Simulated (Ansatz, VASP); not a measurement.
# TiAl: VASP beside Ansatz

The input INCAR:

```
SYSTEM = TiAl
PREC = Accurate
ENCUT = 520
EDIFF = 1E-7
ISMEAR = 0
SIGMA = 0.1
LREAL = .False.
LASPH = .True.
NELM = 60
ALGO = Fast
ISIF = 2
LWAVE = .False.
LCHARG = .False.
GGA = PS
NBANDS = 14
```

KPOINTS

```
regular mesh
0
Gamma
  16 16 10
  0 0 0
```

Contents of POSCAR:

```
TiAl
1.0
    2.7946360629      0.0000000000      0.0000000000
    0.0000000000      2.7946360629      0.0000000000
    0.0000000000      0.0000000000      4.0411371641
Ti Al
1 1
Direct
    0.5000000000      0.5000000000      0.5000000000
    0.0000000000      0.0000000000      0.0000000000
```

Input for Ansatz:

```yaml
crystal:
  lattice:
    - [2.7946360629, 0.0, 0.0]
    - [0.0, 2.7946360629, 0.0]
    - [0.0, 0.0, 4.0411371641]
  atoms:
    - { symbol: Ti, position: [0.5, 0.5, 0.5] }
    - { symbol: Al, position: [0.0, 0.0, 0.0] }
basis:
  ecutwfc: 420
kpoints:
  mp_grid: { grid: [16, 16, 10] }
hamiltonian:
  xc: pbesol
scf:
  occupations: { method: gaussian, width: 0.1 }
output:
  forces: true
  stress: true
  eigenvalues: true
```

Alike in both runs: task single point; functional PBEsol; k mesh 16 × 16 × 10; occupations gaussian, width 0.1 eV; no spin polarisation.

|  | VASP | Ansatz |
| --- | --- | --- |
| version | VASP 6.6.1 | Ansatz 0.2.0 |
| potentials or method | VASP PAW PBE potentials, release 64 (Ti_sv, Al) | scalar-relativistic, plane waves, PAW |
| plane-wave cutoff (eV) | 520 | 420 |
| valence electrons in the cell | 15 | 15 |

```csv
,VASP,Ansatz,Ansatz less VASP
gap on the k mesh at the Fermi level (eV),none,none,-
pressure (GPa),0.0,0.0,-0.04
largest component of the traceless stress (GPa),0.16,0.18,+0.027
```

A gap of «none» marks a metal or a gap that the smearing closes. The functional is the same, so the differences come from potentials, cutoffs and numerics.

Caveats: the PAW data sets were made with another functional, which shifts forces and pressure a little (VASP).
